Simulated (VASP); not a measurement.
# AlN (P6_3mc) in VASP: notebook

The runs below take AlN through single point, relaxation of cell and atoms, with PBE.

Program: VASP 6.6.1. These are calculated values, not measurements. Logs are shortened: lines on timing, memory, paths and dates and some standing lists are left out, and cuts for length are marked.

**Experimental background.**

“Self-assembly of well-separated AlN nanowires directly on sputtered metallic TiN films”, 2019, arxiv:1910.07391 quotes, for a bulk crystal of AlN at 10 K: band gap 6.034 eV (an exciton energy, a little under the gap).

From “Structural and optical properties of self-assembled AlN nanowires grown on SiO2/Si substrates by molecular beam epitaxy”, 2024, arxiv:2402.00216, for a bulk crystal of AlN at 0 K: band gap 6.0343 eV (an exciton energy, a little under the gap).

How close the calculation comes is told below.

**1. Starting point**

The structure is hexagonal, space group P6_3mc (No. 186). Conventional cell: a = 3.130 Å, b = 3.130 Å, c = 5.018 Å, α = 90.00°, β = 90.00°, γ = 120.00°. Al (site symmetry 3m) has 4 N at 1.90 to 1.91 Å as nearest neighbours. Around N (site symmetry 3m) lie 4 Al at 1.90 to 1.91 Å.

**2. Single point, PBE**

The input, INCAR:

```
ALGO = Normal ; EDIFF = 1E-6
ENCUT = 520 ; GGA = PE
ISIF = 2 ; ISMEAR = 0
LASPH = True ; LCHARG = False
LREAL = False ; LWAVE = False
NBANDS = 16 ; NELM = 100
PREC = Accurate ; SIGMA = 0.02
```

The input, KPOINTS:

```
k-points
0
Gamma
  9 9 6
```

The input, POSCAR:

```
AlN
1.0
    3.1302455680      0.0000000000      0.0000000000
   -1.5651227840      2.7108721819      0.0000000000
    0.0000000000      0.0000000000      5.0179604227
Al N
2 2
Direct
    0.3333333333      0.6666666667     -0.0007713538
    0.6666666667      0.3333333333      0.4992286462
    0.3333333333      0.6666666667      0.3807713538
    0.6666666667      0.3333333333      0.8807713538
```

Potentials or basis: VASP PAW PBE potentials, release 64 (Al, N).

Command:

```sh
$ cat potpaw_PBE.64/Al/POTCAR potpaw_PBE.64/N/POTCAR > POTCAR
$ mpirun -np 1 vasp_std > vasp.out
```

OUTCAR:

```text
EDIFF = 1E-6
   ENCUT = 520
   GGA = PE
   ISIF = 2
   ISMEAR = 0
   LASPH = True
   LREAL = False
   NELM = 100
   PREC = Accurate

 ion  position               nearest neighbor table
   1  0.333  0.667  0.999-   4 1.90   4 1.90   4 1.90   3 1.91   2 3.09   2 3.09   2 3.09   2 3.09
                             2 3.09   2 3.09
   2  0.667  0.333  0.499-   3 1.90   3 1.90   3 1.90   4 1.91   1 3.09   1 3.09   1 3.09   1 3.09
                             1 3.09   1 3.09
   3  0.333  0.667  0.381-   2 1.90   2 1.90   2 1.90   1 1.91
   4  0.667  0.333  0.881-   1 1.90   1 1.90   1 1.90   2 1.91

  LATTYP: Found a hexagonal cell.
 ALAT       =     3.1302455680
 C/A-ratio  =     1.6030564739

  Lattice vectors:

 A1 = (   3.1302455680,   0.0000000000,   0.0000000000)
 A2 = (  -1.5651227840,   2.7108721819,   0.0000000000)
 A3 = (   0.0000000000,   0.0000000000,   5.0179604227)

Analysis of symmetry for initial positions (statically):
=====================================================================
 Subroutine PRICEL returns:
 Original cell was already a primitive cell.

 Routine SETGRP: Setting up the symmetry group for a
 hexagonal supercell.

 Subroutine GETGRP returns: Found 12 space group operations
 (whereof  6 operations were pure point group operations)
 out of a pool of 24 trial point group operations.

The static configuration has the point symmetry C_3v.
 The point group associated with its full space group is C_6v.

Analysis of symmetry for dynamics (positions and initial velocities):
=====================================================================
 Subroutine PRICEL returns:
 Original cell was already a primitive cell.

 Routine SETGRP: Setting up the symmetry group for a
 hexagonal supercell.

 Subroutine GETGRP returns: Found 12 space group operations
 (whereof  6 operations were pure point group operations)
 out of a pool of 24 trial point group operations.

The dynamic configuration has the point symmetry C_3v.
 The point group associated with its full space group is C_6v.

 Subroutine INISYM returns: Found 12 space group operations
 (whereof  6 operations are pure point group operations),
 and found     1 'primitive' translations

----------------------------------------------------------------------------------------

                                     Primitive cell

  volume of cell :      42.5809

  direct lattice vectors                    reciprocal lattice vectors
     3.130245568  0.000000000  0.000000000     0.319463754  0.184442484  0.000000000
    -1.565122784  2.710872182  0.000000000     0.000000000  0.368884969  0.000000000
     0.000000000  0.000000000  5.017960423     0.000000000  0.000000000  0.199284154

  length of vectors
     3.130245568  3.130245568  5.017960423     0.368884969  0.368884969  0.199284154

  position of ions in fractional coordinates (direct lattice)
     0.333333333  0.666666667  0.999228646
     0.666666667  0.333333333  0.499228646
     0.333333333  0.666666667  0.380771354
     0.666666667  0.333333333  0.880771354

  ion indices of the primitive-cell ions
   primitive index   ion index
                 1           1
                 2           2
                 3           3
                 4           4

----------------------------------------------------------------------------------------

 KPOINTS: k-points

Automatic generation of k-mesh.
 Grid dimensions read from file:
 generate k-points for:    9    9    6

 Generating k-lattice:

  Cartesian coordinates                     Fractional coordinates (reciprocal lattice)
     0.035495973  0.020493609  0.000000000     0.111111111  0.000000000  0.000000000
     0.000000000  0.040987219  0.000000000     0.000000000  0.111111111  0.000000000
     0.000000000  0.000000000  0.033214026     0.000000000  0.000000000  0.166666667

  Length of vectors
     0.040987219  0.040987219  0.033214026

  Shift w.r.t. Gamma in fractional coordinates (k-lattice)
     0.000000000  0.000000000  0.000000000

 Subroutine IBZKPT returns following result:
 ===========================================

 Found     48 irreducible k-points:

 Following reciprocal coordinates:
            Coordinates               Weight
  0.000000  0.000000  0.000000      1.000000
  0.111111  0.000000  0.000000      6.000000
  0.222222 -0.000000  0.000000      6.000000
  0.333333 -0.000000  0.000000      6.000000
  0.444444 -0.000000  0.000000      6.000000
  0.111111  0.111111  0.000000      6.000000
[... 16 lines left out ...]
  0.333333  0.222222  0.166667     24.000000
  0.333333  0.333333  0.166667      4.000000
 [... further k-points ...]
   k-points           NKPTS =     48   k-points in BZ     NKDIM =     48   number of bands    NBANDS=     16
   number of dos      NEDOS =    301   number of ions     NIONS =      4
   total plane-waves  NPLWV =  23040
   dimension x,y,z NGX =    24 NGY =   24 NGZ =   40
   dimension x,y,z NGXF=    48 NGYF=   48 NGZF=   80
   ions per type =               2   2
   NGX,Y,Z   is equivalent  to a cutoff of  12.75, 12.75, 13.25 a.u.
   NGXF,Y,Z  is equivalent  to a cutoff of  25.49, 25.49, 26.50 a.u.
 SYSTEM =  unknown system
   PREC   = accura    normal or accurate (medium, high low for compatibility)
   ISTART =      0    job   : 0-new  1-cont  2-samecut
   ICHARG =      2    charge: 1-file 2-atom 10-const
   ISPIN  =      1    spin polarized calculation?
   LNONCOLLINEAR =      F non collinear calculations
   LSORBIT =      F    spin-orbit coupling
   LASPH  =      T    aspherical Exc in radial PAW
   ENCUT  =  520.0 eV  38.22 Ry    6.18 a.u.   5.82  5.82  9.33*2*pi/ulx,y,z
   NELM   =    100;   NELMIN=  2; NELMDL= -5     # of ELM steps
   EDIFF  = 0.1E-05   stopping-criterion for ELM
   LREAL  =      F    real-space projection
   EDIFFG = 0.1E-04   stopping-criterion for IOM
   NSW    =      0    number of steps for IOM
   IBRION =     -1    ionic relax: 0-MD 1-quasi-New 2-CG
   NFREE  =      0    steps in history (QN), initial steepest desc. (CG)
   ISIF   =      2    stress and relaxation
   ISYM   =      2    0-nonsym 1-usesym 2-fastsym
   POTIM  = 0.5000    time-step for ionic-motion
   TEBEG  =    0.0;   TEEND  =   0.0 temperature during run
   PSTRESS=    0.0 pullay stress
   NELECT =      16.0000    total number of electrons
   NUPDOWN=      -1.0000    fix difference up-down
   EMIN   =  10.00;   EMAX   =-10.00  energy-range for DOS
   EFERMI =   0.00;   METHOD = LEGACY
   ISMEAR =     0;   SIGMA  =   0.02  broadening in eV -4-tet -1-fermi 0-gaus
   EFERMI_NEDOS =   21; number of points for ismear=-14 and -15
   IALGO  =     38    algorithm
   IMIX   =      4    mixing-type and parameters
     AMIX     =   0.40;   BMIX     =  1.00
     AMIX_MAG =   1.60;   BMIX_MAG =  1.00
  volume/ion in A,a.u.               =      10.65        71.84
  Fermi-wavevector in a.u.,A,eV,Ry     =   1.181345  2.232418 18.987951  1.395575
  Thomas-Fermi vector in A             =   2.317620
   LORBIT       =      0    0 simple, 1 ext, 2 COOP (PROOUT), +10 PAW based schemes
   GGA     = PE    functional components
   LHFCALC =     F    Hartree Fock is set to
   AEXX    =    0.0000 exact exchange contribution
   IVDW    =     0    specifies the selected vdW correction
   LEPSILON=     F    determine dielectric tensor
   LRPA    =     F    only Hartree local field effects (RPA)
 non-spin polarized calculation
 Gauss-broadening in eV      SIGMA  =   0.02
  energy-cutoff  :      520.00
  volume of cell :       42.58
 maximum number of plane-waves:      1170
 NGX is ok and might be reduce to    24
   NGX = 11   NGY = 11   NGZ = 19

 number of electron      15.9999998 magnetization

 Free energy of the ion-electron system (eV)
  ---------------------------------------------------
  ext. energy  EPLUGINS =         0.00000000
  ---------------------------------------------------
  free energy    TOTEN  =       -29.78048693 eV

  energy without entropy =      -29.78048693  energy(sigma->0) =      -29.78048693

 E-fermi :   6.1336     XC(G=0): -10.8269

 val. band max:        5.9642770439   @ k =   0.0000   0.0000   0.0000
 cond. band min:      10.0074356204   @ k =   0.0000   0.0000   0.0000
 fundamental gap:      4.0431585764
 Fermi energy:         6.1336047669

 k-point     1 :       0.0000    0.0000    0.0000
  band No.  band energies     occupation
      1      -9.1032      2.00000
      2      -7.0205      2.00000
      3       0.0589      2.00000
      4       5.1188      2.00000
      5       5.1188      2.00000
      6       5.7614      2.00000
[... 8 lines left out ...]
     15      18.9294      0.00000
     16      18.9294      0.00000

 k-point     2 :       0.1111    0.0000    0.0000
  band No.  band energies     occupation
      1      -8.9501      2.00000
      2      -6.9347      2.00000
      3       0.2429      2.00000
      4       4.4221      2.00000
      5       4.9251      2.00000
      6       5.0811      2.00000
[... 8 lines left out ...]
     15      18.8011      0.00000
     16      18.9659      0.00000

 k-point     3 :       0.2222   -0.0000    0.0000
  band No.  band energies     occupation
      1      -8.5157      2.00000
      2      -6.7200      2.00000
      3       0.7767      2.00000
      4       2.9403      2.00000
      5       3.8353      2.00000
      6       4.5254      2.00000
[... 8 lines left out ...]
     15      17.9672      0.00000
     16      18.7759      0.00000

 k-point     4 :       0.3333   -0.0000    0.0000
  band No.  band energies     occupation
      1      -7.8915      2.00000
      2      -6.5124      2.00000
      3       1.5087      2.00000
      4       1.6163      2.00000
      5       2.6733      2.00000
      6       4.1527      2.00000
[... 8 lines left out ...]
     15      17.8611      0.00000
     16      20.1800      0.00000
[... 324 lines left out ...]
 k-point    22 :       0.2222    0.2222    0.1667
  band No.  band energies     occupation
      1      -7.4956      2.00000
      2      -6.5247      2.00000
      3       1.4306      2.00000
      4       1.6696      2.00000
      5       2.9221      2.00000
      6       3.3398      2.00000
[... 8 lines left out ...]
     15      18.0223      0.00000
     16      20.7291      0.00000

 k-point    23 :       0.3333    0.2222    0.1667
  band No.  band energies     occupation
      1      -6.9926      2.00000
      2      -6.5146      2.00000
      3       1.0409      2.00000
      4       1.6988      2.00000
      5       2.5108      2.00000
      6       3.5106      2.00000
[... 8 lines left out ...]
     15      18.5946      0.00000
     16      20.5489      0.00000

 k-point    24 :       0.3333    0.3333    0.1667
  band No.  band energies     occupation
      1      -6.6623      2.00000
      2      -6.6623      2.00000
      3       1.3512      2.00000
      4       1.8327      2.00000
      5       1.8327      2.00000
      6       3.3226      2.00000
[... 8 lines left out ...]
     15      18.9136      0.00000
     16      20.7953      0.00000

 [... further k-points ...]
[... 5 lines left out ...]
  --------------------------------------------------------------------------------------
  -------------------------------------------------------------------------------------
  Total       -0.0732373     -0.0732373     -0.0558887      0.0000000     -0.0000000      0.0000000
  in kB       -2.7556781     -2.7556781     -2.1029055      0.0000000     -0.0000000      0.0000000
  external PRESSURE =      -2.5380873 kB  Pullay stress =       0.0000000 kB

 VOLUME and BASIS-vectors are now :
 -----------------------------------------------------------------------------
  energy-cutoff  :      520.00
  volume of cell :       42.58
      direct lattice vectors                 reciprocal lattice vectors
     3.130245568  0.000000000  0.000000000     0.319463754  0.184442484  0.000000000
    -1.565122784  2.710872182  0.000000000     0.000000000  0.368884969  0.000000000
     0.000000000  0.000000000  5.017960423     0.000000000  0.000000000  0.199284154

 POSITION                                       TOTAL-FORCE (eV/Angst)
 -----------------------------------------------------------------------------------
     -0.00000      1.80725      5.01409         0.000000     -0.000000      0.000637
      1.56512      0.90362      2.50511        -0.000000      0.000000      0.000637
     -0.00000      1.80725      1.91070         0.000000     -0.000000     -0.000637
      1.56512      0.90362      4.41968        -0.000000      0.000000     -0.000637
 -----------------------------------------------------------------------------------
    total drift:                               -0.000000     -0.000000      0.000504

  FREE ENERGIE OF THE ION-ELECTRON SYSTEM (eV)
  ---------------------------------------------------
  free  energy   TOTEN  =       -29.7804869341 eV

  energy  without entropy=      -29.7804869341  energy(sigma->0) =      -29.78048693
```

Run time: 11 s. Hardware: 1 thread of Intel Xeon 6975P-C (Granite Rapids), shared host; peak memory 0.16 GiB.

What came out:

- Free energy: -29.7805 eV
- Pressure: -0.3 GPa
- Band gap on the k mesh: 4.04 eV, direct

Levels at points of the mesh, in eV from the valence-band top:
```csv
k point,band 5,band 6,band 7,band 8,band 9,band 10,band 11,band 12
"(0.00, 0.00, 0.00)",-0.85,-0.20,-0.20,0.00,4.04,6.51,10.46,11.03
"(0.00, 0.00, 0.50)",-0.53,-0.53,-0.53,-0.53,6.31,6.31,10.17,10.17
```

**3. Relaxation of cell and atoms, PBE**

This run uses another cell than the first one, of 10.45 Å³/atom, 0.982 times its volume.

The input, INCAR:

```
SYSTEM = AlN
ALGO = Fast
EDIFF = 1E-6
EDIFFG = -0.005
ENCUT = 600
GGA = PE
IBRION = 2
ISIF = 3
ISMEAR = 0
LASPH = .True.
LCHARG = .False.
LREAL = .False.
LWAVE = .False.
NELM = 100
NSW = 100
PREC = Accurate
SIGMA = 0.02
```

The input, KPOINTS:

```
k-points
0
Gamma
  9 9 6
  0 0 0
```

The input, POSCAR:

```
AlN
1.0
    3.1130000000      0.0000000000      0.0000000000
   -1.5565000000      2.6959370820      0.0000000000
    0.0000000000      0.0000000000      4.9810000000
Al N
2 2
Direct
    0.3333333333      0.6666666667      0.0000000000
    0.6666666667      0.3333333333      0.5000000000
    0.3333333333      0.6666666667      0.3800000000
    0.6666666667      0.3333333333      0.8800000000
```

Potentials or basis: VASP PAW PBE potentials, release 64 (Al, N).

Command:

```sh
$ cat potpaw_PBE.64/Al/POTCAR potpaw_PBE.64/N/POTCAR > POTCAR
$ mpirun -np 1 vasp_std > vasp.out
```

Run time: 51 s. Hardware: 1 thread of Intel Xeon 6975P-C (Granite Rapids), shared host; peak memory 0.19 GiB.

The run converged. Its results:

* Free energy: -29.7826 eV
* Relaxed volume: 10.63 Å³/atom
* Relaxed cell: a = 3.128 Å, b = 3.128 Å, c = 5.015 Å, α = 90.00°, β = 90.00°, γ = 120.00°
* Space group after relaxing (to 0.05 Å): P6_3mc (No. 186)
* Energy gained by relaxing: 2.1 meV/atom
* Ionic steps: 9
* Pressure after relaxing: 0.0 GPa
* Band gap on the k mesh: 4.06 eV, direct

The path:
```tsv
step	energy change (eV)	largest force (eV/Å)	pressure (GPa)	volume (Å³)
1	0.0000	0.1289	3.33	41.80
2	-0.0018	0.0912	-2.77	43.13
3	-0.0083	0.0036	0.00	42.50
4	-0.0083	0.0059	0.07	42.48
5	-0.0083	0.0072	0.05	42.49
6	-0.0083	0.0074	0.04	42.49
7	-0.0083	0.0088	0.02	42.49
8	-0.0083	0.0084	0.04	42.49
9	-0.0083	0.0013	-0.03	42.50
```

Final structure:
```
Al N
1.0
     3.12818    0.00000    0.00000
    -1.56409    2.70908    0.00000
     0.00000    0.00000    5.01537
Al N
2 2
Cartesian
  0.0000 1.8061 5.0115
  1.5641 0.9030 2.5038
  0.0000 1.8061 1.9097
  1.5641 0.9030 4.4174
```

Levels at points of the mesh, in eV from the valence-band top:
```tsv
k point	band 5	band 6	band 7	band 8	band 9	band 10	band 11	band 12
(0.00, 0.00, 0.00)	-0.85	-0.20	-0.20	0.00	4.06	6.53	10.47	11.04
(0.00, 0.00, 0.50)	-0.53	-0.53	-0.53	-0.53	6.33	6.33	10.18	10.18
```

Caveat: an odd mesh through Γ misses points on the zone boundary, where band edges often lie.

(Continued in part 2 of 2.)
